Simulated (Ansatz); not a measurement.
Energy ranking of SiW₄ structures

All numbers below come from DFT PBE, scalar-relativistic, plane waves, PAW in Ansatz. Settings: cutoff 420 eV, Γ-centred meshes spaced at most about 0.3 Å⁻¹, and about 0.25 Å⁻¹ or finer for metals (2π included), Gaussian smearing. No spin polarisation.

Energies over the elements count from the elements' standard structures at the same level, with no fitted energy shifts.

These are static total energies at zero pressure. The comparison covers the computed candidates alone. Spin–orbit coupling, which can matter for W, is left out.

Invented guesses were relaxed alike, and ends that match in structure were merged. ΔE counts from the first row. Coordination counts W atoms around Si (those within 1.25 times the shortest such distance or 1.15 times the sum of covalent radii, 1.27 where that leaves under three; a plus sign parts nearer from farther groups; the shortest distance is added where it exceeds 1.18 times the sum of covalent radii). The ends were matched against large subsets of the Crystallography Open Database and the Materials Project, so a missing match doesn't prove that a structure is unreported.

```csv
#,reached from,type and space group,atoms,Å³/atom,coordination,ΔE (meV/atom),gap on mesh (eV),in databases
1,"a relaxed cell, shaken at random and relaxed again",C2/m (No. 12),5,15.8,Si 2+4,0,0.00,no match
2,Co4H type (P-3m1),P-3m1 (No. 164),5,15.8,Si 6,326,0.00,no match
3,OsCl4 type (Cmmm),Cmmm (No. 65),5,17.1,Si 6,685,0.00,no match
4,Hg4Pt type (Im-3m),Im-3m (No. 229),5,18.1,Si 8,1195,0.00,no match
5,random cell,P4/mmm (No. 123),5,19.8,Si 16 from 3.6 Å,1505,0.00,no match
6,random cell,Pm-3m (No. 221),5,21.6,Si 12+8 from 3.4 Å,2354,0.00,no match
```

The lowest: Space group C2/m (No. 12), monoclinic, a = 4.500 Å, b = 3.159 Å, c = 11.100 Å, β = 92.0°. Si has 2 W at 2.53 Å, 4 Si at 2.75 Å, 4 W at 2.85 Å and 2 Si at 3.16 Å; around W on its first site lie 1 Si at 2.53 Å, 6 W at 2.75 Å, 2 Si at 2.85 Å and 4 W at 3.16–3.20 Å; W on its second site has 8 W at 2.75 Å and 6 W at 3.16–3.20 Å. Its energy over the elements is +0.04 eV/atom. It can't be a ground state, since the elements alone are lower. An observed structure of this formula, if there is one, may be missing.

Space group C2/m (No. 12). a = 4.500 Å, b = 3.159 Å, c = 11.100 Å, α = 90.00°, β = 91.98°, γ = 90.00°
```tsv
atom	site	symmetry	x	y	z
Si	2a	2/m	0.0000	0.0000	0.0000
W	4i	m	0.2709	0.0000	0.8042
W	4i	m	0.2417	0.0000	0.3988
```

The second: Space group P-3m1 (No. 164), trigonal, a = 2.797 Å, c = 11.623 Å. Around Si lie 6 W at 2.69 Å and 6 Si at 2.80 Å; around W on its first site lie 3 Si at 2.69 Å and 9 W at 2.80–2.92 Å; W on its second site has 12 W at 2.80–2.94 Å. Counting W atoms around Si, the first has Si 2+4 and the second has Si 6. Shaken at random and relaxed again, row 2 falls into row 1, 0.33 eV/atom lower, so it is a saddle point or a shallow minimum. Cells without such a test can be saddle points. Some candidate types were left out of the draw beforehand, so a known form may be missing.
